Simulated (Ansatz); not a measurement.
The cell comes from COD entry 5000215, which wasn't checked; take it as a given geometry. It differs from other determinations. The listed cell was then made from it by scaling, straining or moving an atom.

Bi: DFT, PBE, all-electron LAPW, scalar-relativistic (Ansatz 0.2.0).

The relaxation starts from this cell:

```
CELL_PARAMETERS angstrom
2.26750 1.30914 3.93800
-2.26750 1.30914 3.93800
0.00000 -2.61828 3.93800
ATOMIC_POSITIONS crystal
Bi 0.22653 0.22749 0.24034
Bi 0.76885 0.79018 0.77398
```

Output:

```
The last accepted step is kept in <dir> (removed where the run ends without a failure and the disk answers)
LAPW: plane waves up to 8.206 Å⁻¹, error target 1.0e-3 eV per atom; small_component_spin mean_spin; Bi in spheres of 1.424 Å, 37 of its electrons in bands, Dirac shells []
Engine: ansatz 0.2.0
Pseudopotentials: kind: all_electron
Pseudopotential: Bi, LAPW, valence charge 37, Koelling and Harmon's equation, gaussian nucleus
Functional definition: PBE
  parameter kappa = 0.804
  parameter beta = 0.06672455060314922
  exchange = pbe_x(kappa = kappa, mu = beta*pi^2/3)
  correlation = pbe_c(beta = beta)
Crystal: 2 atoms, lattice volume = 70.139 Å³
Basis set: ecut = 256.54641664340994 eV, 653 PW (Γ), FFT grids on a1−a3, a2−a3, a3, exchange–correlation at level 2
Bands: 45, of which v1, the nominal top of the filled ones, is band 37 counted from 1 (36 counted from 0)
Symmetry: 2 space group operations
Space group: P-1 (ITA 2), of the structure as read, at distance tolerance 4.1e-5 Å
k-points: 112 of 216
Non-local potential: Bi, projectors of the file, none
Initial density: superposition of atomic densities (chi_scale 0.1, normalization cell)
Initial wavefunctions: plane waves of lowest kinetic energy (no species holds an atomic orbital)
Functional: x = pbe(κ = 0.804, μ = 0.2195149727645171), c = pbe(β = 0.06672455060314922)
iter 1 solved again at ethr=8.60e-5 eV; its pass at ethr=1.00e-1 eV (dr2=6.36e-2 eV) is discarded
SCF iter   1: F=—  HF=-1171411.857936 eV  |F-HF|=—  |Δ(HF+E_count)|=         —  Δρ=1.01e-2  dr2=6.42e-2  ethr=8.60e-5  ⟨swp⟩=3.0  Hψ=31477  notcnv=0
preconditioner: auto → none  [metal: Δε(μ)=0.073 eV  Ē_g=23.143 eV  σ=0.050 eV  W_gap=0.33  n_scr=20 (ndim 8)  ℏωp=24.3 eV  f_vac=0.172  D(μ)=0.29/eV (n_scr^D=0)  sad-step TF]
SCF iter   2: F=—  HF=-1171411.856156 eV  |F-HF|=—  |Δ(HF+E_count)|=   1.78e-3  Δρ=7.09e-3  dr2=3.87e-2  ethr=8.60e-5  ⟨swp⟩=2.0  Hψ=14080  notcnv=0
iter 3 solved again at ethr=4.61e-6 eV; its pass at ethr=5.23e-5 eV (dr2=3.41e-3 eV) is discarded
SCF iter   3: F=—  HF=-1171411.859977 eV  |F-HF|=—  |Δ(HF+E_count)|=   3.82e-3  Δρ=1.62e-3  dr2=3.41e-3  ethr=4.61e-6  ⟨swp⟩=2.0  Hψ=25069  notcnv=0
SCF iter   4: F=—  HF=-1171411.856366 eV  |F-HF|=—  |Δ(HF+E_count)|=   3.61e-3  Δρ=3.14e-4  dr2=8.39e-5  ethr=4.61e-6  ⟨swp⟩=2.8  Hψ=14214  notcnv=0
SCF iter   5: F=—  HF=-1171411.856479 eV  |F-HF|=—  |Δ(HF+E_count)|=         —  Δρ=1.26e-4  dr2=2.03e-5  ethr=1.13e-7  ⟨swp⟩=3.0  Hψ=14623  notcnv=0
the basis was enlarged: its passes take 172.4 KiB over the memory plan, 1 of 1 planned eigensolver slots
SCF iter   6: F=—  HF=-1171411.856487 eV  |F-HF|=—  |Δ(HF+E_count)|=   7.73e-6  Δρ=2.18e-5  dr2=3.67e-7  ethr=2.75e-8  ⟨swp⟩=3.0  Hψ=14551  notcnv=0
SCF iter   7: F=-1171411.856487 eV  HF=-1171411.856487 eV  |F-HF|=1.77e-8  |Δ(HF+E_count)|=   2.95e-7  Δρ=5.57e-6  dr2=1.67e-8  ethr=4.96e-10  ⟨swp⟩=3.0  Hψ=14618  notcnv=0
SCF 1 converged in 7 iterations: F = -1171411.856487 eV  dr2 = 1.67e-8
relax step   1: F+E_penalty+E_count = -1171411.85648691 eV  Δ(F+E_penalty+E_count) = +0.000e0 eV  max|allowed force component| = 1.041e0 eV/Å  Δτ_max = 0.0000 Å  P = +4.273 GPa  Ω = 70.139 Å³  (7 SCF iters, accepted)
Crystal: 2 atoms, lattice volume = 76.534 Å³
Basis set: ecut = 242.0491779993259 eV, 653 PW (Γ), FFT grids on a1−a3, a2−a3, a3, exchange–correlation at level 2
Initial density: handed on by an earlier stage of this run
Initial wavefunctions: those handed on with the density
iter 1 solved again at ethr=2.55e-5 eV; its pass at ethr=1.00e-1 eV (dr2=1.88e-2 eV) is discarded
SCF iter   1: F=—  HF=-1171411.865364 eV  |F-HF|=—  |Δ(HF+E_count)|=         —  Δρ=4.29e-3  dr2=1.90e-2  ethr=2.55e-5  ⟨swp⟩=4.2  Hψ=27560  notcnv=0
preconditioner: auto → none  [metal: Δε(μ)=0.031 eV  Ē_g=22.739 eV  σ=0.050 eV  W_gap=0.15  n_scr=22 (ndim 8)  ℏωp=23.2 eV  f_vac=0.212  D(μ)=0.56/eV (n_scr^D=0)]
SCF iter   2: F=—  HF=-1171411.865340 eV  |F-HF|=—  |Δ(HF+E_count)|=   2.34e-5  Δρ=1.97e-3  dr2=3.70e-3  ethr=2.55e-5  ⟨swp⟩=2.0  Hψ=14657  notcnv=0
iter 3 solved again at ethr=2.28e-7 eV; its pass at ethr=5.00e-6 eV (dr2=1.69e-4 eV) is discarded
SCF iter   3: F=—  HF=-1171411.866230 eV  |F-HF|=—  |Δ(HF+E_count)|=   8.89e-4  Δρ=3.27e-4  dr2=1.68e-4  ethr=2.28e-7  ⟨swp⟩=2.0  Hψ=24912  notcnv=0
SCF iter   4: F=—  HF=-1171411.866152 eV  |F-HF|=—  |Δ(HF+E_count)|=   7.84e-5  Δρ=8.26e-5  dr2=5.45e-6  ethr=2.27e-7  ⟨swp⟩=2.2  Hψ=14673  notcnv=0
SCF iter   5: F=—  HF=-1171411.866156 eV  |F-HF|=—  |Δ(HF+E_count)|=   4.69e-6  Δρ=1.75e-5  dr2=2.26e-7  ethr=7.37e-9  ⟨swp⟩=3.0  Hψ=15173  notcnv=0
SCF iter   6: F=-1171411.866156 eV  HF=-1171411.866156 eV  |F-HF|=3.73e-8  |Δ(HF+E_count)|=   2.76e-7  Δρ=4.85e-6  dr2=2.08e-8  ethr=3.05e-10  ⟨swp⟩=3.0  Hψ=15231  notcnv=0
SCF 2 converged in 6 iterations: F = -1171411.866156 eV  dr2 = 2.08e-8
relax step   2: F+E_penalty+E_count = -1171411.86615645 eV  Δ(F+E_penalty+E_count) = -9.670e-3 eV  max|allowed force component| = 6.906e-1 eV/Å  Δτ_max = 0.1747 Å  P = -2.724 GPa  Ω = 76.534 Å³  (6 SCF iters, accepted)
Crystal: 2 atoms, lattice volume = 74.036 Å³
Basis set: ecut = 247.46381644454598 eV, 653 PW (Γ), FFT grids on a1−a3, a2−a3, a3, exchange–correlation at level 2
iter 1 solved again at ethr=5.73e-6 eV; its pass at ethr=1.00e-1 eV (dr2=4.24e-3 eV) is discarded
SCF iter   1: F=—  HF=-1171411.973153 eV  |F-HF|=—  |Δ(HF+E_count)|=         —  Δρ=2.05e-3  dr2=4.19e-3  ethr=5.73e-6  ⟨swp⟩=4.1  Hψ=27263  notcnv=0
preconditioner: auto → none  [metal: Δε(μ)=0.089 eV  Ē_g=22.953 eV  σ=0.050 eV  W_gap=0.40  n_scr=26 (ndim 8)  ℏωp=23.6 eV  f_vac=0.190  D(μ)=0.38/eV (n_scr^D=0)]
SCF iter   2: F=—  HF=-1171411.972977 eV  |F-HF|=—  |Δ(HF+E_count)|=   1.76e-4  Δρ=9.33e-4  dr2=7.42e-4  ethr=5.67e-6  ⟨swp⟩=2.0  Hψ=14449  notcnv=0
iter 3 solved again at ethr=6.20e-8 eV; its pass at ethr=1.00e-6 eV (dr2=4.59e-5 eV) is discarded
SCF iter   3: F=—  HF=-1171411.973123 eV  |F-HF|=—  |Δ(HF+E_count)|=   1.46e-4  Δρ=1.64e-4  dr2=4.58e-5  ethr=6.20e-8  ⟨swp⟩=2.0  Hψ=24683  notcnv=0
SCF iter   4: F=—  HF=-1171411.973101 eV  |F-HF|=—  |Δ(HF+E_count)|=   2.18e-5  Δρ=4.37e-5  dr2=1.28e-6  ethr=6.19e-8  ⟨swp⟩=2.1  Hψ=14474  notcnv=0
SCF iter   5: F=-1171411.973102 eV  HF=-1171411.973102 eV  |F-HF|=1.19e-8  |Δ(HF+E_count)|=   1.35e-6  Δρ=7.57e-6  dr2=4.20e-8  ethr=1.73e-9  ⟨swp⟩=3.0  Hψ=14981  notcnv=0
SCF 3 converged in 5 iterations: F = -1171411.973102 eV  dr2 = 4.20e-8
relax step   3: F+E_penalty+E_count = -1171411.97310212 eV  Δ(F+E_penalty+E_count) = -1.069e-1 eV  max|allowed force component| = 2.216e-1 eV/Å  Δτ_max = 0.0723 Å  P = -0.644 GPa  Ω = 74.036 Å³  (5 SCF iters, accepted)
Crystal: 2 atoms, lattice volume = 73.186 Å³
Basis set: ecut = 249.375210203338 eV, 653 PW (Γ), FFT grids on a1−a3, a2−a3, a3, exchange–correlation at level 2
iter 1 solved again at ethr=1.10e-6 eV; its pass at ethr=1.00e-1 eV (dr2=8.16e-4 eV) is discarded
SCF iter   1: F=—  HF=-1171411.980234 eV  |F-HF|=—  |Δ(HF+E_count)|=         —  Δρ=8.89e-4  dr2=8.22e-4  ethr=1.10e-6  ⟨swp⟩=4.2  Hψ=27799  notcnv=0
preconditioner: auto → none  [metal: Δε(μ)=0.108 eV  Ē_g=23.001 eV  σ=0.050 eV  W_gap=0.46  n_scr=22 (ndim 8)  ℏωp=23.8 eV  f_vac=0.195  D(μ)=0.37/eV (n_scr^D=0)]
SCF iter   2: F=—  HF=-1171411.980160 eV  |F-HF|=—  |Δ(HF+E_count)|=   7.35e-5  Δρ=3.89e-4  dr2=1.38e-4  ethr=1.10e-6  ⟨swp⟩=2.0  Hψ=14339  notcnv=0
iter 3 solved again at ethr=1.16e-8 eV; its pass at ethr=1.87e-7 eV (dr2=8.57e-6 eV) is discarded
SCF iter   3: F=—  HF=-1171411.980179 eV  |F-HF|=—  |Δ(HF+E_count)|=   1.88e-5  Δρ=7.32e-5  dr2=8.56e-6  ethr=1.16e-8  ⟨swp⟩=2.0  Hψ=24616  notcnv=0
SCF iter   4: F=—  HF=-1171411.980175 eV  |F-HF|=—  |Δ(HF+E_count)|=   3.68e-6  Δρ=1.88e-5  dr2=2.55e-7  ethr=1.16e-8  ⟨swp⟩=2.2  Hψ=14374  notcnv=0
SCF iter   5: F=-1171411.980176 eV  HF=-1171411.980176 eV  |F-HF|=3.49e-9  |Δ(HF+E_count)|=   2.66e-7  Δρ=3.40e-6  dr2=7.28e-9  ethr=3.45e-10  ⟨swp⟩=3.0  Hψ=14862  notcnv=0
SCF 4 converged in 5 iterations: F = -1171411.980176 eV  dr2 = 7.28e-9
relax step   4: F+E_penalty+E_count = -1171411.98017573 eV  Δ(F+E_penalty+E_count) = -7.074e-3 eV  max|allowed force component| = 8.164e-2 eV/Å  Δτ_max = 0.0329 Å  P = +0.453 GPa  Ω = 73.186 Å³  (5 SCF iters, accepted)
Crystal: 2 atoms, lattice volume = 74.080 Å³
Basis set: ecut = 247.36504510192722 eV, 653 PW (Γ), FFT grids on a1−a3, a2−a3, a3, exchange–correlation at level 2
iter 1 solved again at ethr=3.24e-7 eV; its pass at ethr=1.00e-1 eV (dr2=2.40e-4 eV) is discarded
SCF iter   1: F=—  HF=-1171411.982616 eV  |F-HF|=—  |Δ(HF+E_count)|=         —  Δρ=3.54e-4  dr2=2.31e-4  ethr=3.24e-7  ⟨swp⟩=4.4  Hψ=28145  notcnv=0
preconditioner: auto → none  [metal: Δε(μ)=0.098 eV  Ē_g=22.950 eV  σ=0.050 eV  W_gap=0.42  n_scr=20 (ndim 8)  ℏωp=23.6 eV  f_vac=0.204  D(μ)=0.38/eV (n_scr^D=0)]
iter 2 solved again at ethr=1.71e-8 eV; its pass at ethr=3.12e-7 eV (dr2=1.27e-5 eV) is discarded
SCF iter   2: F=—  HF=-1171411.982577 eV  |F-HF|=—  |Δ(HF+E_count)|=   3.91e-5  Δρ=1.46e-4  dr2=1.27e-5  ethr=1.71e-8  ⟨swp⟩=2.0  Hψ=24620  notcnv=0
SCF iter   3: F=—  HF=-1171411.982580 eV  |F-HF|=—  |Δ(HF+E_count)|=   2.60e-6  Δρ=5.34e-5  dr2=3.86e-6  ethr=1.71e-8  ⟨swp⟩=3.0  Hψ=14739  notcnv=0
SCF iter   4: F=-1171411.982580 eV  HF=-1171411.982580 eV  |F-HF|=8.34e-8  |Δ(HF+E_count)|=   5.27e-7  Δρ=1.25e-5  dr2=8.73e-8  ethr=5.22e-9  ⟨swp⟩=3.0  Hψ=14720  notcnv=0
SCF 5 converged in 4 iterations: F = -1171411.982580 eV  dr2 = 8.73e-8
relax step   5: F+E_penalty+E_count = -1171411.98258028 eV  Δ(F+E_penalty+E_count) = -2.405e-3 eV  max|allowed force component| = 1.583e-2 eV/Å  Δτ_max = 0.0018 Å  P = +0.071 GPa  Ω = 74.080 Å³  (4 SCF iters, accepted)
Crystal: 2 atoms, lattice volume = 74.249 Å³
Basis set: ecut = 246.99014709969833 eV, 653 PW (Γ), FFT grids on a1−a3, a2−a3, a3, exchange–correlation at level 2
iter 1 solved again at ethr=2.49e-8 eV; its pass at ethr=1.00e-1 eV (dr2=1.85e-5 eV) is discarded
SCF iter   1: F=—  HF=-1171411.982680 eV  |F-HF|=—  |Δ(HF+E_count)|=         —  Δρ=1.19e-4  dr2=1.84e-5  ethr=2.49e-8  ⟨swp⟩=5.1  Hψ=27959  notcnv=0
preconditioner: auto → none  [metal: Δε(μ)=0.093 eV  Ē_g=22.937 eV  σ=0.050 eV  W_gap=0.40  n_scr=20 (ndim 8)  ℏωp=23.6 eV  f_vac=0.206  D(μ)=0.39/eV (n_scr^D=0)]
iter 2 solved again at ethr=2.33e-9 eV; its pass at ethr=2.48e-8 eV (dr2=1.72e-6 eV) is discarded
SCF iter   2: F=—  HF=-1171411.982675 eV  |F-HF|=—  |Δ(HF+E_count)|=   4.99e-6  Δρ=4.28e-5  dr2=1.72e-6  ethr=2.33e-9  ⟨swp⟩=2.0  Hψ=24721  notcnv=0
SCF iter   3: F=—  HF=-1171411.982675 eV  |F-HF|=—  |Δ(HF+E_count)|=   6.82e-8  Δρ=1.21e-5  dr2=2.26e-7  ethr=2.33e-9  ⟨swp⟩=2.5  Hψ=14564  notcnv=0
SCF iter   4: F=-1171411.982675 eV  HF=-1171411.982675 eV  |F-HF|=8.61e-9  |Δ(HF+E_count)|=   2.61e-8  Δρ=3.29e-6  dr2=1.01e-8  ethr=3.06e-10  ⟨swp⟩=2.2  Hψ=14515  notcnv=0
SCF 6 converged in 4 iterations: F = -1171411.982675 eV  dr2 = 1.01e-8
relax step   6: F+E_penalty+E_count = -1171411.98267521 eV  Δ(F+E_penalty+E_count) = -9.494e-5 eV  max|allowed force component| = 2.790e-3 eV/Å  Δτ_max = 0.0018 Å  P = -0.064 GPa  Ω = 74.249 Å³  (4 SCF iters, accepted)
Crystal: 2 atoms, lattice volume = 74.118 Å³
Basis set: ecut = 247.28173268278525 eV, 653 PW (Γ), FFT grids on a1−a3, a2−a3, a3, exchange–correlation at level 2
iter 1 solved again at ethr=1.40e-9 eV; its pass at ethr=1.00e-1 eV (dr2=1.04e-6 eV) is discarded
SCF iter   1: F=—  HF=-1171411.982711 eV  |F-HF|=—  |Δ(HF+E_count)|=         —  Δρ=2.93e-5  dr2=8.14e-7  ethr=1.40e-9  ⟨swp⟩=5.2  Hψ=28656  notcnv=0
preconditioner: auto → none  [metal: Δε(μ)=0.096 eV  Ē_g=22.945 eV  σ=0.050 eV  W_gap=0.42  n_scr=20 (ndim 8)  ℏωp=23.6 eV  f_vac=0.205  D(μ)=0.38/eV (n_scr^D=0)]
SCF iter   2: F=—  HF=-1171411.982710 eV  |F-HF|=—  |Δ(HF+E_count)|=   1.71e-7  Δρ=1.21e-5  dr2=1.07e-7  ethr=1.10e-9  ⟨swp⟩=2.2  Hψ=14454  notcnv=0
iter 3 solved again at ethr=1.44e-11 eV; its pass at ethr=1.45e-10 eV (dr2=1.07e-8 eV) is discarded
SCF iter   3: F=-1171411.982710 eV  HF=-1171411.982710 eV  |F-HF|=8.15e-9  |Δ(HF+E_count)|=   2.03e-8  Δρ=3.08e-6  dr2=1.07e-8  ethr=1.44e-11  ⟨swp⟩=2.0  Hψ=24788  notcnv=0
SCF 7 converged in 3 iterations: F = -1171411.982710 eV  dr2 = 1.07e-8
relax step   7: F+E_penalty+E_count = -1171411.98271044 eV  Δ(F+E_penalty+E_count) = -3.523e-5 eV  max|allowed force component| = 9.113e-4 eV/Å  Δτ_max = 0.0009 Å  P = -0.003 GPa  Ω = 74.118 Å³  (3 SCF iters, accepted)
Basis set: ecut = 247.28173268278525 eV, 657 PW (Γ), FFT grids on a1−a3, a2−a3, a3, exchange–correlation at level 2
iter 1 solved again at ethr=1.45e-11 eV; its pass at ethr=1.00e-1 eV (dr2=1.07e-8 eV) is discarded
SCF iter   1: F=—  HF=-1171411.982717 eV  |F-HF|=—  |Δ(HF+E_count)|=         —  Δρ=3.69e-6  dr2=1.08e-8  ethr=1.45e-11  ⟨swp⟩=5.2  Hψ=40220  notcnv=0  reapply=100
preconditioner: auto → none  [metal: Δε(μ)=0.096 eV  Ē_g=22.945 eV  σ=0.050 eV  W_gap=0.41  n_scr=20 (ndim 8)  ℏωp=23.6 eV  f_vac=0.205  D(μ)=0.38/eV (n_scr^D=0)]
SCF iter   2: F=-1171411.982717 eV  HF=-1171411.982717 eV  |F-HF|=1.63e-8  |Δ(HF+E_count)|=   4.73e-8  Δρ=1.71e-6  dr2=1.46e-9  ethr=1.45e-11  ⟨swp⟩=3.0  Hψ=14683  notcnv=0
SCF 8 converged in 2 iterations: F = -1171411.982717 eV  dr2 = 1.46e-9
relax step   8: F+E_penalty+E_count = -1171411.98271750 eV  Δ(F+E_penalty+E_count) = -7.052e-6 eV  max|allowed force component| = 9.138e-4 eV/Å  Δτ_max = 0.0000 Å  P = -0.003 GPa  Ω = 74.118 Å³  stress off target by 5.80e-3 GPa  SCF on the basis re-selected at this cell (its energy is not comparable with the rows above)  (2 SCF iters)
basis re-selected at this cell: Δ(F+E_penalty+E_count) = -7.052e-6 eV, ΔP = -0.000 GPa vs the last step (what re-selecting the basis moved, after the strain that the cell walked since its last selection, with what the two solves' SCF thresholds leave and, on support functions, any second-order correction that the steps lacked; it is no measure of the basis error at this ecutwfc). This SCF's stress stands 5.80e-3 GPa from its target on what of the cell is left free (relax.cell.stress_tol is 5.00e-2 GPa) and its largest allowed force component is 9.14e-4 eV/Å (relax.f_tol is 1.00e-2 eV/Å): within both
SCF converged after 2 iterations
Free energy (F): -1171411.982717 eV
Harris-Foulkes:  -1171411.982717 eV  (|F-HF|=1.63e-8)
Internal energy: -1171411.979506 eV  (E = F + TS)
E sigma→0 (E₀):  -1171411.981112 eV
Entropy (-TS):   -0.003211 eV (-1.606 meV/atom)
Fermi energy:    12.360236 eV
--- Per-component energies (eV) ---
  E_band       = -5442.820927
  E_kinetic    = 1356068.251947
  E_xc         = -21610.797354
  E_electrostatic = -2505869.434098  (all electrons and nuclei)
  E_smearing   = -0.003211  (= −TS)
  E_closure    = 0.000000  (closes the sum)
  E_atoms      = -1171404.213804  (free atoms, spherical and without spin; not in F)
  Σ components = -1171411.982717   (vs F -1171411.982717, Δ=0.00e0)
  Basis errors (estimates in eV, not in F): energy 4.1e-4 per atom: plane waves 3.7e-4 (2.1e-4 summed), levels above the bands 1.3e-59, relativity 1.2e-7, radial functions 3.8e-5, core shells 2.1e-7; eigenvalues (radial functions only) 3.5e-7; not estimated: angular momenta, meshes, grids; target (lapw.basis_error) 1.0e-3; muffin-tin radii Bi 1.451 Å
--- Forces (eV/Å), atoms counted from 1 ---
  atom   1  Bi     0.00020788     0.00048576     0.00091381
  atom   2  Bi    -0.00020788    -0.00048576    -0.00091381
  max |Σ_I F_I| component: 0.00e0 eV/Å
--- Stress (GPa, compression-positive) ---
       -0.002956      -0.000285      -0.001862
       -0.000285      -0.004390      -0.001773
       -0.001862      -0.001773      -0.001784
  P = ⅓ Tr σ = -0.0030 GPa (-0.030 kbar)
--- Relaxed structure (7 steps of the walk, 7 accepted, 1 SCFs on fresh bases) ---
  F+E_penalty+E_count = -1171411.98271750 eV   max|allowed force component| = 9.138e-4 eV/Å   (the final SCF, on the basis selected at the relaxed cell)
  cell:  # Å, volume = 74.1177 Å³
    - [2.276805971429616, 1.3348425455720716, 4.066952541342426]
    - [-2.306945768653296, 1.3338980351058383, 4.084621024906561]
    - [-0.015887868669746185, -2.636449171008825, 4.065051884167485]
  atoms:
    - { symbol: Bi, position: [0.23173346793086605, 0.23807065998822868, 0.2416943950572171] }
    - { symbol: Bi, position: [0.7636435420691341, 0.7795956700117717, 0.7726238349427832] }
```
